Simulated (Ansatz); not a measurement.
**hcp against fcc along group 11 and 12**

Level of theory: DFT, PBEsol, plane waves (420 eV) with PAW, scalar-relativistic (Ansatz). (PAW data from PBE, frozen cores regenerated.)

Each structure is relaxed within its symmetry, in the lowest magnetic state of the tried starts. Differences under about 8 meV lie within the error of the k-point mesh.

| element | E(hcp) − E(fcc) (meV/atom) | V(hcp) (Å³/atom) | V(fcc) (Å³/atom) | state of hcp | state of fcc |
| --- | --- | --- | --- | --- | --- |
| Cu | 9 | 11.33 | 11.31 | spin not included | spin not included |
| Ag | ? | ? | ? | ? | ? |
| Au | 6 | 17.02 | 17.00 | spin not included | spin not included |
| Zn | -25 | 14.15 | 14.19 | spin not included | spin not included |
| Cd | -9 | 21.25 | 20.97 | spin not included | spin not included |
| Hg | 4 | 23.57 | 23.37 | spin not included | spin not included |

Fill in the row of Ag.

E(hcp) − E(fcc) (meV/atom): 10; V(hcp) (Å³/atom): 16.72; V(fcc) (Å³/atom): 16.64; state of hcp: spin not included; state of fcc: spin not included.
